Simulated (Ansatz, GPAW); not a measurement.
# Ta: programs and potentials compared

```xyz
1
Lattice="-1.6513 1.6513 1.6513 1.6513 -1.6513 1.6513 1.6513 1.6513 -1.6513" Properties=species:S:1:pos:R:3 pbc="T T T"
Ta    0.0000    0.0000    0.0000
```

Alike in all runs: task single point; functional PBE; k mesh 11 × 11 × 11; occupations gaussian, width 0.015 eV; no spin polarisation; no spin-orbit coupling. Pressure is positive in compression and, in plane waves, holds the error of the finite cutoff, which Ansatz's Pulay term estimates and takes out.

| program and potentials | plane-wave cutoff (eV) | notes | pressure (GPa) |
| --- | --- | --- | --- |
| Ansatz, Ansatz PAW | 420 | Pulay term of +0.06 GPa included | 2.10 |
| Ansatz, all-electron LAPW, scalar-relativistic | - | - | 2.07 |
| GPAW, GPAW PAW data sets (gpaw-data 1.2.1) | 600 | - | 2.33 |

The pressure spans 2.07 (Ansatz, all-electron LAPW, scalar-relativistic) to 2.33 GPa (GPAW, GPAW PAW data sets (gpaw-data 1.2.1)), with all-electron results at 2.07.

The functional is the same throughout but for its coding, so the spread measures potentials, basis and numerics; runs on potential files found faulty are left out.
